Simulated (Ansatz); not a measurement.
Runs of Ansatz 0.2.0 on TiB2. Symmetry: P6/mmm, No. 191, hexagonal system. The conventional cell has a = 3.029 Å, b = 3.029 Å, c = 3.228 Å, α = 90.00°, β = 90.00°, γ = 120.00°. Around Ti (site symmetry 6/mmm) lie 12 B at 2.38 Å. B (site symmetry -6m2) has 3 B at 1.75 Å as nearest neighbours. 

```csv
level,U,hubbard projectors,double counting,gap on the mesh (eV),pressure (GPa)
LDA+U,Ti d U = 6 eV,ortho-atomic (the default),fll (the default),none,(a)
LDA+U,Ti d U = 5 eV,ortho-atomic (the default),fll (the default),none,(b)
LDA+U,Ti d U = 2 eV,ortho-atomic (the default),fll (the default),none,-9.5
LDA,-,-,-,none,-11.2
LDA+U,Ti d U = 1 eV,ortho-atomic (the default),fll (the default),none,-10.4
LDA+U,Ti d U = 3 eV,ortho-atomic (the default),fll (the default),none,-8.6
LDA+U,Ti d U = 4 eV,ortho-atomic (the default),fll (the default),none,-7.7
LDA+U,Ti d U = 8 eV,ortho-atomic (the default),fll (the default),none,-3.4
```

Alike in all rows: task projected density of states; potentials or basis Ansatz PAW; no spin polarisation; cell as given; k mesh 10 × 10 × 8; cutoff (eV) 420; smearing fermi-dirac 0.05 eV.

Question: Estimate the missing entries.

Answer: (a) -5.7; (b) -6.7.

Caveats: the PAW data sets come from PBE, with cores solved anew for the run's functional, which leaves a small shift of forces and pressure; the density of states is complete only up to the lowest level of the last band computed; U without spin polarisation on a metal has little footing (some runs); the U is typed as a test and isn't derived for this compound (some runs).

A gap of «none» marks a metal or a gap under the smearing width.
